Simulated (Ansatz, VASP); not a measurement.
One calculation of Cu, two programs

INCAR

```
ALGO = Normal ; EDIFF = 1E-6
ENCUT = 520 ; GGA = PE
ISIF = 2 ; ISMEAR = 0
LASPH = T ; LCHARG = T
LELF = T ; LREAL = F
LVHAR = T ; LWAVE = F
NBANDS = 12 ; NELM = 60
PREC = Accurate ; SIGMA = 0.1
```

The input KPOINTS:

```
k-points
0
Gamma
  20 20 20
```

File POSCAR:

```
Cu
1.0
    0.0000000000      1.7778255060      1.7778255060
    1.7778255060      0.0000000000      1.7778255060
    1.7778255060      1.7778255060      0.0000000000
Cu
1
Direct
    0.0000000000      0.0000000000      0.0000000000
```

Input for Ansatz:

```yaml
crystal:
  lattice:
    - [0.0, 1.7778255068, 1.7778255068]
    - [1.7778255068, 0.0, 1.7778255068]
    - [1.7778255068, 1.7778255068, 0.0]
  atoms:
    - { symbol: Cu, position: [0.0, 0.0, 0.0] }
basis:
  ecutwfc: 420
kpoints:
  mp_grid: { grid: [20, 20, 20] }
hamiltonian:
  xc: pbe
scf:
  occupations: { method: gaussian, width: 0.1 }
output:
  forces: true
  stress: true
  eigenvalues: true
  write_density: true
  write_potential: true
  elf: true
  volumetric_format: npy
```

Alike in both runs: task single point; functional PBE; k mesh 20 × 20 × 20; occupations gaussian, width 0.1 eV; no spin polarisation.

|  | VASP | Ansatz |
| --- | --- | --- |
| version | VASP 6.6.1 | Ansatz 0.2.0 |
| potentials or method | VASP PAW PBE potentials, release 64 (Cu) | scalar-relativistic, plane waves, PAW |
| plane-wave cutoff (eV) | 520 | 420 |
| valence electrons in the cell | 11 | 19 |

VASP gave:

| Property | Result |
| --- | --- |
| gap on the k mesh at the Fermi level (eV) | none |
| pressure (GPa) | 10.7 |

Q: Which values does Ansatz return?

A: gap on the k mesh at the Fermi level (eV): none; pressure (GPa): 10.2.

A gap of «none» marks a metal or a gap that the smearing closes. With one functional, cell and mesh, what is left measures potentials, basis and numerics. The two sets of potentials don't hold the same shells in valence.
